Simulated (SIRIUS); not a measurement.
# FeO (Wuestite) (Fm-3m) in SIRIUS: notebook

One crystal, FeO (Wuestite), is run at these levels: LDA+U; tasks: single point.

All numbers are computed with SIRIUS 7.10.0; they aren't measurements. Logs are shortened: lines on timing, memory, paths and dates and some standing lists are left out, and cuts for length are marked. The log counts tension as positive stress, the text compression.

## 1. Starting point

The structure is cubic, space group Fm-3m (No. 225). Conventional cell: a = 4.311 Å, b = 4.311 Å, c = 4.311 Å, α = 90.00°, β = 90.00°, γ = 90.00°. Around Fe (site symmetry m-3m) lie 6 O at 2.16 Å. Around O (site symmetry m-3m) lie 6 Fe at 2.16 Å.

## 2. Single point, LDA+U, collinear spin, ferromagnetic start

sirius.json reads:

```json
{
  "control": {
    "processing_unit": "cpu",
    "verbosity": 2,
    "num_bands_to_print": 19,
    "print_forces": true,
    "print_stress": true
  },
  "parameters": {
    "electronic_structure_method": "pseudopotential",
    "xc_functionals": ["XC_LDA_X", "XC_LDA_C_PW"],
    "gk_cutoff": 9.5,
    "pw_cutoff": 19.0,
    "ngridk": [6, 6, 6],
    "shiftk": [0, 0, 0],
    "smearing": "fermi_dirac",
    "smearing_width": 0.0018374661,
    "num_bands": 19,
    "num_mag_dims": 1,
    "num_dft_iter": 100,
    "energy_tol": 1e-08,
    "density_tol": 1e-06,
    "hubbard_correction": true
  },
  "iterative_solver": {
    "type": "davidson",
    "min_tolerance": 1e-09,
    "tolerance_scale": [0.1, 0.25]
  },
  "mixer": {
    "type": "anderson",
    "beta": 0.5,
    "max_history": 8
  },
  "settings": {
    "tol_ne": 1e-10,
    "pseudo_grid_cutoff": 6.5,
    "smooth_initial_mag": true
  },
  "unit_cell": {
    "lattice_vectors": [
      [0.0, 4.073115689018, 4.073115689018],
      [4.073115689018, 0.0, 4.073115689018],
      [4.073115689018, 4.073115689018, 0.0]
    ],
    "atom_coordinate_units": "lattice",
    "atom_types": ["Fe", "O"],
    "atom_files": {
      "Fe": "Fe.json",
      "O": "O.json"
    },
    "atoms": {
      "Fe": [
        [0.0, 0.0, 0.0, 0.0, 0.0, 3.0]
      ],
      "O": [
        [0.5, 0.5, 0.5, 0.0, 0.0, 0.0]
      ]
    }
  },
  "hubbard": {
    "simplified": true,
    "hubbard_subspace_method": "full_orthogonalization",
    "local": [
      {
        "atom_type": "Fe",
        "n": 3,
        "l": 2,
        "U": 0.22049593,
        "J": 0.0,
        "total_initial_occupancy": 6
      }
    ]
  }
}
```

Potentials or basis: PseudoDojo 0.4.1 PBE standard (scalar relativistic).

On the command line:

```console
$ upf_to_json Fe.upf
$ upf_to_json O.upf
$ # the labels of the atomic orbitals (3D, 4S, ...) are then added to the .json files where the converter dropped them
$ OMP_NUM_THREADS=1 sirius.scf --input=sirius.json --output=out.json --task=0
```

Log:

```text
[info] SIRIUS version : 7.10.0
[info] number of MPI ranks           : 1
[info] MPI grid                      : 1 1
[info] maximum number of OMP threads : 1
[fft] FFT context for density and potential
[fft] =====================================
[fft]   comm size                             : 1
[fft]   plane wave cutoff                     : 19
[fft]   grid size                             : 40 40 40   total : 64000
[fft]   grid limits                           : -19 20   -19 20   -19 20
[fft]   number of G-vectors within the cutoff : 7797
[fft]   local number of G-vectors             : 7797
[fft]   number of G-shells                    : 451
[fft] FFT context for coarse grid
[fft] =====================================
[fft]   comm size                             : 1
[fft]   plane wave cutoff                     : 19
[fft]   grid size                             : 40 40 40   total : 64000
[fft]   grid limits                           : -19 20   -19 20   -19 20
[fft]   number of G-vectors within the cutoff : 7797
[fft]   local number of G-vectors             : 7797
[fft]   number of G-shells                    : 451
[unit cell] lattice vectors
[unit cell]   a1 :       0.0000000000      4.0731156890      4.0731156890
[unit cell]   a2 :       4.0731156890      0.0000000000      4.0731156890
[unit cell]   a3 :       4.0731156890      4.0731156890      0.0000000000
[unit cell] reciprocal lattice vectors
[unit cell]   b1 :      -0.7712996373      0.7712996373      0.7712996373
[unit cell]   b2 :       0.7712996373     -0.7712996373      0.7712996373
[unit cell]   b3 :       0.7712996373      0.7712996373     -0.7712996373
[unit cell] unit cell volume :       135.14818958 [a.u.^3]
[unit cell] 1/sqrt(omega)    :         0.08601910
[unit cell] MT volume        :         0.00000000 ( 0.00%)
[unit cell] IT volume        :       135.14818958 (100.00%)
[unit cell] number of atom types : 2
[unit cell] type id : 0 symbol : Fe mt_radius :  14.250000 num_atoms : 1
[unit cell] type id : 1 symbol :  O mt_radius :   9.350000 num_atoms : 1
[unit cell] total number of atoms : 2
[unit cell] number of symmetry classes : 2
[unit cell] number of PAW atoms : 0
[unit cell] atom id  type id  class id             position                      vector_field
[unit cell] ------------------------------------------------------------------------------------------
[unit cell]      0        0        0      0.00000   0.00000   0.00000      0.00000   0.00000   3.00000
[unit cell]      1        1        1      0.50000   0.50000   0.50000      0.00000   0.00000   0.00000
[unit cell] atom id         position (Cartesian, a.u.)
[unit cell] ---------------------------------------------
[unit cell]      0       0.000000    0.000000    0.000000
[unit cell]      1       4.073116    4.073116    4.073116
[unit cell] class id : 0 atom id : 0
[... 516 lines left out ...]
[find] Hubbard one-el contribution    :      -0.49623051 (Ha),      -0.99246103 (Ry)
[find] Total energy                   :    -141.44406961 (Ha),    -282.88813922 (Ry)
[find] Free energy (E-TS)             :    -141.44458086 (Ha),    -282.88916172 (Ry)
[find] band gap (eV)                  :       0.00000000
[find] Efermi                         :       0.54685269
[find] iteration : 15, RMS : 4.451982492470e-09, energy difference : 2.914930519182e-09
[find] Hartree energy of density residual : 1.014962852121e-16
[find] bands are converged : true
[find] iterative solver converged : true
[find] converged after 16 SCF iterations!
[find] Charges and magnetic moments
[find] --------------------------------------------------------------------------------
[find] atom                moment                |moment|
[find] --------------------------------------------------------------------------------
[find]    0 [  0.00000,   0.00000,   3.28027]    3.280271
[find]    1 [  0.00000,   0.00000,   0.20395]    0.203948
[find] total charge          : 22.000000
[find] total moment          : [  0.00000,   0.00000,   4.00926], magnitude : 4.009259
[find] Energy
[find] --------------------------------------------------------------------------------
[find] valence_eval_sum               :     -10.66609467
[find] <rho|V^{XC}>                   :     -22.09944215
[find] <rho|E^{XC}>                   :     -21.62739613
[find] <mag|B^{XC}>                   :      -0.27794416
[find] <rho|V^{H}>                    :      74.21554140
[find] one-electron contribution      :     -62.00801924 (Ha),    -124.01603848 (Ry)
[find] hartree contribution           :      37.10777070
[find] xc contribution                :     -21.62739613
[find] ewald contribution             :     -95.01377801
[find] PAW contribution               :       0.00000000
[find] smearing (-TS)                 :      -0.00051125
[find] SCF correction                 :       0.00000016
[find] Hubbard energy                 :       0.09735291 (Ha),       0.19470583 (Ry)
[find] Hubbard one-el contribution    :      -0.49623051 (Ha),      -0.99246103 (Ry)
[find] Total energy                   :    -141.44406961 (Ha),    -282.88813922 (Ry)
[find] Free energy (E-TS)             :    -141.44458086 (Ha),    -282.88916172 (Ry)
[find] band gap (eV)                  :       0.00000000
[find] Efermi                         :       0.54685269
[ground_state] === stress tensor components [kbar] ===
[ground_state] === stress_kin ===
[ground_state] -99404.529453   -0.000000    0.000000
[ground_state]    -0.000000-99404.529453    0.000000
[ground_state]     0.000000    0.000000-99404.529453
[ground_state] === stress_har ===
[ground_state] -26927.186785   -0.000000   -0.000000
[ground_state]    -0.000000-26927.186785    0.000000
[ground_state]    -0.000000    0.000000-26927.186785
[ground_state] === stress_ewald ===
[ground_state] 68946.576400    0.000000    0.000000
[ground_state]     0.00000068946.576400   -0.000000
[ground_state]     0.000000   -0.00000068946.576400
[ground_state] === stress_vloc ===
[ground_state] 27515.894653    0.000000   -0.000000
[ground_state]     0.00000027515.894653   -0.000000
[ground_state]    -0.000000   -0.00000027515.894653
[ground_state] === stress_xc ===
[ground_state]  1632.687059    0.000000   -0.000000
[ground_state]     0.000000 1632.687059   -0.000000
[ground_state]    -0.000000   -0.000000 1632.687059
[ground_state] === stress_core ===
[ground_state] 11977.400109    0.000000   -0.000000
[ground_state]     0.00000011977.400109   -0.000000
[ground_state]    -0.000000   -0.00000011977.400109
[ground_state] === stress_nonloc ===
[ground_state] 16373.490521    0.000000    0.000000
[ground_state]     0.00000016373.490521   -0.000000
[ground_state]     0.000000   -0.00000016373.490521
[ground_state] === stress_us_nl ===
[ground_state] 16373.490521    0.000000    0.000000
[ground_state]     0.00000016373.490521   -0.000000
[ground_state]     0.000000   -0.00000016373.490521
[ground_state] === stress_hubbard ===
[ground_state]   -11.255139   -0.000000   -0.000000
[ground_state]    -0.000000  -11.255139    0.000000
[ground_state]    -0.000000    0.000000  -11.255139
[ground_state] === stress_total ===
[ground_state]   103.077366    0.000000    0.000000
[ground_state]     0.000000  103.077366   -0.000000
[ground_state]     0.000000   -0.000000  103.077366
[ground_state] ==== total Forces in Ha/bohr =====
[ground_state] atom:    0, force:       0.0000000      0.0000000      0.0000000
[... 14 lines left out ...]
[ground_state] atom:    0, force:       0.0000000      0.0000000      0.0000000
[ground_state] atom:    1, force:       0.0000000      0.0000000      0.0000000
[ground_state] ==== contribution from Hubbard correction =====
[ground_state] atom:    0, force:       0.0000000      0.0000000      0.0000000
[ground_state] atom:    1, force:       0.0000000      0.0000000      0.0000000
[~DFT_ground_state] local op. applied: 20617
[~DFT_ground_state] evp. work count: 4480.45
[~DFT_ground_state] number of iterative solver steps: 1082
```

Run time: 45 s. Hardware: 1 thread of Arm Neoverse V1, shared host; peak memory 0.29 GiB.

What came out:

```yaml
Free_energy: -3848.9031 eV
Pressure: -10.3 GPa
Band_gap_on_the_k_mesh: none (metal or under the smearing width)
Net_moment: 4.01 μB per cell
Absolute_moment: 4.02 μB per cell
```

Eigenvalues of the final occupation matrices:
| site | spin | trace | eigenvalues |
| --- | --- | --- | --- |
| site 1 | 1 | 4.99 | 1.00 1.00 1.00 1.00 1.00 |
| site 1 | 2 | 1.28 | 0.10 0.10 0.36 0.36 0.36 |

Caveat: the k mesh is coarse (spacing up to 0.42 Å⁻¹), so the values aren't converged; the potentials were made for another functional, which shifts forces and pressure; a cell with one magnetic atom can't hold antiferromagnetic order, which such compounds often take. The state reached can hang on the start; a lower one may exist.

## 3. Single point, LDA+U, collinear spin, ferromagnetic start

sirius.json: that of step 2 with these lines changed.

```diff
@@ -68,3 +68,3 @@
         "l": 2,
-        "U": 0.22049593,
+        "U": 0.29399458,
         "J": 0.0,
```

Potentials or basis: PseudoDojo 0.4.1 PBE standard (scalar relativistic).

On the command line:

```console
$ upf_to_json Fe.upf
$ upf_to_json O.upf
$ # the labels of the atomic orbitals (3D, 4S, ...) are then added to the .json files where the converter dropped them
$ OMP_NUM_THREADS=1 sirius.scf --input=sirius.json --output=out.json --task=0
```

Wall time 43 s (1 thread of Arm Neoverse V1, shared host); peak memory 0.29 GiB.

The run converged. Its results:

```yaml
Free_energy: -3848.0339 eV
Pressure: -8.3 GPa
Band_gap_on_the_k_mesh: none (metal or under the smearing width)
Net_moment: 4.01 μB per cell
Absolute_moment: 4.02 μB per cell
```

Eigenvalues of the final occupation matrices:
```
  site  spin  trace               eigenvalues
site 1     1   4.99  1.00 1.00 1.00 1.00 1.00
site 1     2   1.24  0.09 0.09 0.35 0.35 0.35
```

Caveat: the k mesh is coarse (spacing up to 0.42 Å⁻¹), so the values aren't converged; the potentials were made for another functional, which shifts forces and pressure; a cell with one magnetic atom can't hold antiferromagnetic order, which such compounds often take.

## 4. For comparison

An earlier run on the cell as given: functional PBEsol; potentials or basis PseudoDojo 0.4.1 PBEsol standard (scalar relativistic); cutoff 1228 eV; density cutoff 4912 eV; k mesh 11 × 11 × 11; occupations fermi-dirac, width 0.05 eV; collinear spin, ferromagnetic start; starting moments [3.0, 0.0] μB.

* Pressure: -9.2 GPa
* Band gap on the k mesh: none (metal or under the smearing width)
* Net moment: 4.00 μB per cell
* Absolute moment: 4.01 μB per cell

## 5. The runs side by side

| level | potentials or basis | U | k mesh | form of the Hubbard term | hubbard projectors | start of the occupations | mesh quality | gap on the mesh (eV) | pressure (GPa) | moment (μB) |
| --- | --- | --- | --- | --- | --- | --- | --- | --- | --- | --- |
| LDA+U | PseudoDojo 0.4.1 PBE standard (scalar relativistic) | Fe d U = 6 eV | 6 × 6 × 6 | simplified (Dudarev) | orthogonalised atomic orbitals | the program's own | coarse | none | -10.3 | 4.01 |
| LDA+U | PseudoDojo 0.4.1 PBE standard (scalar relativistic) | Fe d U = 8 eV | 6 × 6 × 6 | simplified (Dudarev) | orthogonalised atomic orbitals | the program's own | coarse | none | -8.3 | 4.01 |
| PBEsol | PseudoDojo 0.4.1 PBEsol standard (scalar relativistic) | - | 11 × 11 × 11 | - | - | - | not flagged | none | -9.2 | 4.00 |

Alike in all rows: task single point; spin collinear, ferromagnetic start; cell as given; cutoff (eV) 1228; smearing fermi-dirac 0.05 eV.

Caveats: some runs use coarse meshes; a cell with one magnetic atom can't hold antiferromagnetic order, which such compounds often take; the potentials were made for another functional, which shifts forces and pressure (some runs); semilocal functionals often make such compounds metallic where correlation or magnetic order opens a gap, which also shifts bond lengths (some runs).

Total energies depend on the potentials used, so only differences within one code and one set of settings carry meaning.
